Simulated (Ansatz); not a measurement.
Wanted: the native input for an Ansatz 0.2.0 run.

```yaml
Task: band structure
Functional: LDA
Potentials_or_basis: Ansatz PAW
Cutoff: "420 eV (not typed: the program's choice for these potentials)"
k_mesh: 13 × 13 × 13
Occupations: fermi-dirac, width 0.05 eV
Spin: no spin polarisation
Path: "[[\"G\", \"Y\", \"T\", \"Z\", \"G\", \"X\", \"A1\", \"Y\"], [\"T\", \"X1\"], [\"X\", \"A\", \"Z\"], [\"L\", \"G\"]]"
Points_for_each_segment_of_the_path: 14
```

BN:

```
N B
1.0
     0.00000    3.49532    2.16609
     1.25163    0.00000    2.16609
     1.25163    3.49532    0.00000
N B
1 1
Cartesian
  1.2516 3.4953 2.8881
  1.2516 3.4953 0.0002
```

Measurements of this composition are mostly on another form, of space group No. 194.

These files were run (other wordings do the same):

input.yaml

```yaml
crystal:
  lattice:
    - [0.0, 3.49531583, 2.16609124]
    - [1.2516321, 0.0, 2.16609124]
    - [1.2516321, 3.49531583, 0.0]
  atoms:
    - { symbol: "N", position: [0.66665134, 0.66665134, 0.33334866] }
    - { symbol: B, position: [4.865e-05, 4.865e-05, 0.99995135] }
hamiltonian:
  xc: lda
  pseudopotentials: { kind: paw }
kpoints:
  mp_grid: { grid: [13, 13, 13] }
  band_path:
    path:
      - [[0.0, 0.0, 0.0], [-0.5, -0.5, 0.0], [-1.0, -0.5, -0.5], [-0.5, 0.0, -0.5], [0.0, 0.0, 0.0], [0.0, -0.3655286517, -0.3655286517], [-0.5, -0.6985850042, -0.1985850042], [-0.5, -0.5, 0.0]]
      - [[-1.0, -0.5, -0.5], [-1.0, -0.6344713483, -0.6344713483]]
      - [[0.0, -0.3655286517, -0.3655286517], [-0.5, -0.3014149958, -0.8014149958], [-0.5, 0.0, -0.5]]
      - [[-0.5, -0.5, -0.5], [0.0, 0.0, 0.0]]
    npoints: 14
scf:
  occupations: { method: fermi_dirac, width: 0.05 }
  n_extra_bands: 6
output:
  forces: true
  stress: true
  eigenvalues: true
  fatbands: true
```

Potentials or basis: Ansatz PAW.

Run with:

```sh
$ ansatz run input.yaml --threads 2 --pin off --max-ram 5632MiB --backend cpu --events-out ev --progress --plain --runs-dir out
```

Results of the run:

The pressure is -4.2 GPa, the largest force is 0.010 eV/Å and the band gap on the k mesh is 3.71 eV, indirect (least direct gap 4.52 eV). The band gap along the path is 3.58 eV, indirect (least direct gap 4.44 eV).

Caveat: the k mesh misses the band edges, so the gap on the mesh is wider than the one along the path; the pressure holds a Pulay correction of +0.7 GPa for the finite cutoff; the PAW data sets come from PBE, with cores solved anew for the run's functional, which leaves a small shift of forces and pressure.

It took 6.1 s on 2 threads of Intel(R) Xeon(R) Processor @ 2.70GHz, with other jobs on the host, peak memory 0.39 GiB.
